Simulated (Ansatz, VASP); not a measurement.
## One calculation of C, two programs

```
C
1.0
     1.77368    0.00000    0.00000
    -0.88684    1.53605    0.00000
     0.00000    0.00000    9.57970
C
2
Direct
  0.33333 0.66667 0.25000
  0.66667 0.33333 0.75000
```

Alike in both runs: task single point; functional revPBE; k mesh 23 × 23 × 4; occupations fermi-dirac, width 0.1 eV; no spin polarisation.

```csv
,VASP,Ansatz
version,VASP 6.6.1,Ansatz 0.2.0
potentials or method,"VASP PAW PBE potentials, release 64 (C)","plane waves (420 eV) with PAW, scalar-relativistic"
plane-wave cutoff (eV),520,420
valence electrons in the cell,8,8
```

|  | VASP | Ansatz | Ansatz less VASP |
| --- | --- | --- | --- |
| pressure (GPa) | -2.8 | -2.7 | +0.13 |
| largest component of the traceless stress (GPa) | 2.99 | 2.89 | -0.106 |

Caveats: the PAW data sets were made with another functional, which shifts forces and pressure a little (VASP); this functional lacks dispersion, which binds the layers, so the pressure and a relaxed spacing across them are unreliable.
